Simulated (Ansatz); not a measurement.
# Si (Fd-3m): Nb in place of Si, part 2 of 2

Aim: put Nb in place of Si into a supercell of Si (Fd-3m) with 32 atoms, relax the atoms and find what it costs and how the neighbours respond, in several charge states.

Ansatz 0.2.0; DFT PBEsol, scalar-relativistic, plane waves, PAW. The steps go on from the part before.

## Step 4: Charge +1, atoms relaxed

The input, input.yaml:

```yaml
crystal:
  lattice:
    - [5.4338340902, -5.4338340902, 5.4338340902]
    - [-5.4338340902, 5.4338340902, 5.4338340902]
    - [-5.4338340902, -5.4338340902, -5.4338340902]
  atoms:
    - { symbol: Nb, position: [0.25, 0.0, 0.5] }
    - { symbol: Si, position: [0.5013765429, 0.0, 0.2466789628] }
    - { symbol: Si, position: [0.75, 0.0, 0.0] }
    - { symbol: Si, position: [-0.0033210372, 0.2513765429, 0.5] }
    - { symbol: Si, position: [0.25, 0.2513765429, 0.2466789628] }
    - { symbol: Si, position: [-0.0033210372, 0.0, 0.7513765429] }
    - { symbol: Si, position: [0.75, 0.5, 0.5] }
    - { symbol: Si, position: [0.5033210372, 0.2533210372, 0.0046975801] }
    - { symbol: Si, position: [0.7546975801, 0.2533210372, 0.7533210372] }
    - { symbol: Si, position: [-0.0013765429, 0.4953024199, 0.2486234571] }
    - { symbol: Si, position: [0.5013765429, 0.7466789628, 0.5] }
    - { symbol: Si, position: [0.25, 0.5, 0.0] }
    - { symbol: Si, position: [0.7453024199, 0.7486234571, 0.2486234571] }
    - { symbol: Si, position: [0.5033210372, 0.5046975801, 0.7533210372] }
    - { symbol: Si, position: [-0.0013765429, 0.7486234571, -0.0046975801] }
    - { symbol: Si, position: [0.25, 0.7466789628, 0.7513765429] }
    - { symbol: Si, position: [0.25, 0.0, 0.764774454] }
    - { symbol: Si, position: [0.514774454, 0.0, 0.5] }
    - { symbol: Si, position: [0.7508181556, 0.0, 0.2487446873] }
    - { symbol: Si, position: [0.0020734683, 0.2512553127, 0.7512553127] }
    - { symbol: Si, position: [0.25, 0.264774454, 0.5] }
    - { symbol: Si, position: [-0.0012553127, 0.0, 0.0008181556] }
    - { symbol: Si, position: [0.7491818444, 0.4991818444, 0.7479265317] }
    - { symbol: Si, position: [0.5012553127, 0.2512553127, 0.2520734683] }
    - { symbol: Si, position: [0.7491818444, 0.2479265317, -0.0008181556] }
    - { symbol: Si, position: [-0.0012553127, 0.5008181556, 0.5] }
    - { symbol: Si, position: [0.5012553127, 0.7520734683, 0.7512553127] }
    - { symbol: Si, position: [0.25, 0.5008181556, 0.2487446873] }
    - { symbol: Si, position: [0.7508181556, 0.7487446873, 0.5] }
    - { symbol: Si, position: [0.4979265317, 0.4991818444, -0.0008181556] }
    - { symbol: Si, position: [-0.014774454, 0.735225546, 0.235225546] }
    - { symbol: Si, position: [0.25, 0.7487446873, 0.0008181556] }
  host:
    lattice:
      - [0.0, 2.7169170451, 2.7169170451]
      - [2.7169170451, 0.0, 2.7169170451]
      - [2.7169170451, 2.7169170451, 0.0]
    atoms:
      - { symbol: Si, position: [0.25, 0.25, 0.25] }
      - { symbol: Si, position: [0.0, 0.0, 0.0] }
total_charge: 1
basis:
  ecutwfc: 420
  xc_grid: 2
kpoints:
  mp_grid: { grid: [2, 2, 2], shift: [0.5, 0.5, 0.5] }
hamiltonian:
  xc: pbesol
scf:
  occupations: { method: gaussian, width: 0.02 }
output:
  forces: true
  stress: false
  eigenvalues: true
  charged_corrections:
    defect_position: [0.25, 0.0, 0.5]
    epsilon: [[13.2946, 0.0, 0.0], [0.0, 13.2946, 0.0], [0.0, 0.0, 13.2946]]
  write_density: true
  write_potential: true
  elf: true
  volumetric_format: npy
relax:
  adjacent_minimum: "off"
  f_tol: 0.03
  max_steps: 40
```

On the command line:

```sh
> ansatz run input.yaml --threads 8 --pin off --max-ram 16384MiB --backend cpu --events-out ev --progress --plain --runs-dir out
```

The program printed, shortened:

```text
Warning: RAYON_NUM_THREADS=8 ignored (pool sized by the plan → 8); use --threads N
[...]
Pseudopotentials: kind: paw
Pseudopotential: Nb, paw, valence charge 13, recommended cutoff 420 eV (normal), Nb.paw.azcp
Pseudopotential: Si, paw, valence charge 4, recommended cutoff 420 eV (normal), Si.paw.azcp
Functional definition: PBEsol
[...]
Crystal: 32 atoms, lattice volume = 641.770 Å³
Basis set: ecut = 420 eV, 12527 PW (Γ), exchange–correlation on 128×128×128 points (8 copies of the dense FFT grid, shifted against one another)
Bands: 100, of which v1, the nominal top of the filled ones, is band 68 counted from 1 (67 counted from 0)
Symmetry: 24 space group operations
Space group: I-43m (ITA 217), of the structure as read, at distance tolerance 8.6e-5 Å
k-points: 2 of 8 (time reversal used)
[...]
SCF iter   1: F=—  HF=-23764.679702 eV  |F-HF|=—  |Δ(HF+E_count)|=         —  Δρ=8.58e-3  dr2=4.96e-1  ethr=1.77e-3  ⟨swp⟩=7.0  Hψ=991  notcnv=0  defer=13
[...]
relax step   1: F+E_penalty+E_count = -23764.62406354 eV  Δ(F+E_penalty+E_count) = +0.000e0 eV  max|allowed force component| = 1.145e-1 eV/Å  Δτ_max = 0.0000 Å  (6 SCF iters, dr2 threshold 2.25e-5 eV, accepted)
[...]
relax step   2: F+E_penalty+E_count = -23764.63475761 eV  Δ(F+E_penalty+E_count) = -1.069e-2 eV  max|allowed force component| = 2.330e-2 eV/Å  Δτ_max = 0.0172 Å  (6 SCF iters, accepted)
SCF converged after 6 iterations
Free energy (F): -23764.634758 eV
[...]
E sigma→0 (E₀):  -23764.634758 eV
Fermi energy:    6.015559 eV
[...]
--- Forces (eV/Å), atoms counted from 1 ---
  atom   1  Nb    -0.00000000    -0.00000000     0.00000000
  atom   2  Si    -0.00757034     0.02330104    -0.00757034
  atom   3  Si    -0.00000000     0.00000000     0.00000000
  atom   4  Si     0.00757034    -0.00757034    -0.02330104
  atom   5  Si     0.02330104    -0.00757034    -0.00757034
  atom   6  Si     0.00757034     0.02330104     0.00757034
  atom   7  Si    -0.00000000     0.00000000     0.00000000
  atom   8  Si     0.00757034     0.00757034     0.02330104
[...]
```

## Step 5: The log goes on: Nb_Si, charge +1, atoms relaxed at the host's cell

Output, continued, shortened:

```text
  atom  10  Si    -0.00757034    -0.02330104     0.00757034
  atom  11  Si    -0.00757034     0.00757034    -0.02330104
  atom  12  Si    -0.00000000    -0.00000000    -0.00000000
  atom  13  Si    -0.02330104    -0.00757034     0.00757034
  atom  14  Si     0.00757034    -0.02330104    -0.00757034
  atom  15  Si    -0.00757034    -0.00757034     0.02330104
  atom  16  Si     0.02330104     0.00757034     0.00757034
  atom  17  Si     0.02018400     0.02018400     0.02018400
[...]
--- Charged-cell corrections in eV (Makov–Payne, q = +1.000 e, ε = 13.295) ---
  F (periodic)     = -23764.634758  (uncorrected; the corrections below are reported, never added to it)
[...]
  F Makov-Payne    = -23764.453407  (F + E_corr1; no measured alignment; for a localised charge, not one spread in a band: unchecked)
[...]
    - { symbol: Si, position: [0.24999999999999997, 0.2666022515441482, 0.5] }
    - { symbol: Si, position: [-0.0013469650023717108, 0.0, 0.00042880423122763374] }
    - { symbol: Si, position: [0.7495711957687723, 0.4995711957687724, 0.7482242307664005] }
    - { symbol: Si, position: [0.5013469650023716, 0.25134696500237164, 0.25177576923359934] }
    - { symbol: Si, position: [0.7495711957687724, 0.2482242307664007, -0.000428804231227653] }
    - { symbol: Si, position: [-0.001346965002371713, 0.5004288042312276, 0.5] }
    - { symbol: Si, position: [0.5013469650023716, 0.7517757692335993, 0.7513469650023717] }
    - { symbol: Si, position: [0.25, 0.5004288042312276, 0.24865303499762828] }
    - { symbol: Si, position: [0.7504288042312276, 0.7486530349976283, 0.5] }
    - { symbol: Si, position: [0.4982242307664007, 0.4995711957687724, -0.0004288042312276336] }
    - { symbol: Si, position: [-0.01660225154414821, 0.7333977484558517, 0.23339774845585176] }
    - { symbol: Si, position: [0.24999999999999994, 0.7486530349976283, 0.00042880423122762523] }
```

It took 14 s on 8 threads of Intel Xeon at 2.50GHz (Skylake/Cascade Lake), shared host; peak memory 1.1 GiB.

The steps of the relaxation:

| step | energy from step 1 (eV/cell) | largest force component (eV/Å) |
| --- | --- | --- |
| 1 | 0.0000 | 0.1145 |
| 2 | -0.0107 | 0.0233 |

Step 1 is the start.

The largest move, 0.02 Å, is shared by several atoms, Si17 among them.

Result: free energy -23764.635 eV, gap on the mesh 0.59 eV.

Density in a lattice plane of the grid's cell (edges 9.41 and 9.41 Å, at 0.000 of the third edge), which holds Nb and Si.

Values in e/Å³, 12 rows by 12 columns:
```
0.55 0.25 0.08 0.10 0.14 0.07 0.04 0.11 0.36 0.31 0.27 0.36
0.55 0.36 0.32 0.30 0.36 0.10 0.03 0.07 0.11 0.07 0.07 0.28
0.05 0.54 0.51 0.07 0.33 0.07 0.02 0.03 0.04 0.02 0.07 0.31
0.30 0.24 0.36 0.59 0.24 0.06 0.07 0.10 0.07 0.04 0.11 0.36
0.07 0.07 0.27 1.85 0.73 0.24 0.33 0.36 0.14 0.04 0.07 0.11
0.03 0.07 1.91 4.34 1.85 0.59 0.07 0.30 0.10 0.03 0.03 0.03
0.04 0.09 0.73 1.91 0.27 0.36 0.51 0.32 0.08 0.07 0.10 0.07
0.04 0.06 0.09 0.07 0.07 0.24 0.54 0.36 0.25 0.31 0.35 0.10
0.02 0.04 0.04 0.03 0.07 0.30 0.05 0.55 0.55 0.04 0.31 0.07
0.07 0.10 0.07 0.03 0.11 0.36 0.31 0.28 0.36 0.55 0.27 0.07
0.31 0.35 0.10 0.03 0.07 0.11 0.07 0.07 0.27 0.56 0.36 0.27
0.04 0.31 0.07 0.03 0.04 0.04 0.02 0.07 0.31 0.04 0.56 0.55
```
Columns run along the first of these edges and rows up along the second, over one cell in 12 and 12 even steps from the bottom left corner. Atoms in the plane (fractional): Nb at (0.25, 0.50), Si at (0.50, 0.25), Si at (0.75, 0.00), Si at (1.00, 0.75), Si at (0.25, 0.77), Si at (0.52, 0.50), Si at (0.75, 0.25), Si at (1.00, 0.00).

ELF in the same plane.

Ten even steps from '0' (0.02) to '9' (0.96):
```
566300111100002553269973
997323455420002565456679
987676556520001343212489
437995224520000000001476
539983425510000000001432
268876787410000000002553
455689973002333320002565
212444541047556641001343
000137675388324641000000
000287066696433530000000
000167873785457520000000
000015622678998521234310
000000002479997655456520
000000001366547995235520
000000001442539993524410
000000002553259973466400
234310002565466678998421
456520001343222479997665
235520000000000366537995
524410000000001442539993
```
Columns run along the first of these edges and rows up along the second, over one cell in 24 and 20 even steps from the bottom left corner. Atoms in the plane (fractional): Nb at (0.25, 0.50), Si at (0.50, 0.25), Si at (0.75, 0.00), Si at (1.00, 0.75), Si at (0.25, 0.77), Si at (0.52, 0.50), Si at (0.75, 0.25), Si at (1.00, 0.00).

Both are smooth fields of the valence electrons: close to the nuclei they are not physical.

Maxima of ELF outside the ion cores: 0.96 on the Si–Si line, 1.2 Å from Si; 0.92 on the Si–Nb line, 0.9 Å from Si.

## Step 6: The neighbours

| state | neighbours of the first change (round the atom where it ends) | largest move from the ideal sites (Å) | cell moment (μB) | gap on the mesh (eV) |
| --- | --- | --- | --- | --- |
| ideal sites | 4 Si at 2.35 Å |  | 0.00 |  |
| charge 0 | 4 Si at 2.49 Å | 0.14 | 1.00 | none |
| charge +1 | 4 Si at 2.51 Å | 0.16 | 0.00 | 0.59 |

## Step 7: Charge states against the Fermi level

ansatz place-levels adds the point-charge and alignment terms and sets the Fermi level at the host's valence top:

| charge | point-charge term (eV) | alignment (eV) | energy over the neutral state (eV) |
| --- | --- | --- | --- |
| +1 | 0.18 | 0.29 | 0.29 |
| 0 | 0.00 | 0.00 | 0.00 |

| Fermi level (eV) | lowest charge |
| --- | --- |
| 0.00 | 0 |
| 0.06 | 0 |
| 0.12 | 0 |
| 0.17 | 0 |
| 0.23 | 0 |
| 0.29 | 0 |
| 0.35 | 0 |
| 0.41 | 0 |
| 0.46 | 0 |

## Step 8: Results

What follows sums up all 2 parts.

```
                              quantity            value
             formation energy, neutral          3.34 eV
                 largest move, neutral           0.14 Å
                              host gap          0.46 eV
transition levels over the valence top  (+1/0) -0.29 eV
```

In words: With atoms taken from and given to the elements' standard states, the neutral defect costs 3.34 eV; that is one limit of the chemical potentials, and it holds no correction for gases. In the neutral cell the 4 nearest neighbours move out by 0.14 Å on average. With charge the mean shift is +0.16 Å at +1. Of the charges run, 0 is lowest over the whole gap. The level (+1/0) falls outside the gap. The program doubts the potential alignment. The levels are placed in the host's semilocal Kohn-Sham gap. A cell of 32 atoms is small: the defect feels its images, and no test of size was made.

A log calls its force constants unconverged on the k mesh, so modes and the static dielectric constant formed from them are rough.
